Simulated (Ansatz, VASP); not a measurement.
**Two plane-wave programs on K**

```
K
1.0
     4.93978    0.00000    0.00000
    -2.46989    4.27797    0.00000
     0.00000    0.00000   16.08686
K
4
Direct
  0.00000 0.00000 0.00000
  0.00000 0.00000 0.50000
  0.33333 0.66667 0.25000
  0.66667 0.33333 0.75000
```

Alike in both runs: task single point; functional BLYP; k mesh 9 × 9 × 3; occupations fermi-dirac, width 0.1 eV; no spin polarisation.

|  | VASP | Ansatz |
| --- | --- | --- |
| version | VASP 6.6.1 | Ansatz 0.2.0 |
| potentials or method | VASP PAW PBE potentials, release 64 (K_sv) | plane waves (420 eV) with PAW, scalar-relativistic |
| plane-wave cutoff (eV) | 520 | 420 |
| valence electrons in the cell | 36 | 36 |

```tsv
	VASP	Ansatz	Ansatz less VASP
pressure (GPa)	-0.3	-0.3	+0.01
```

The functional is the same, so the differences come from potentials, cutoffs and numerics.

Caveats: the PAW data sets were made with another functional, which shifts forces and pressure a little (VASP).
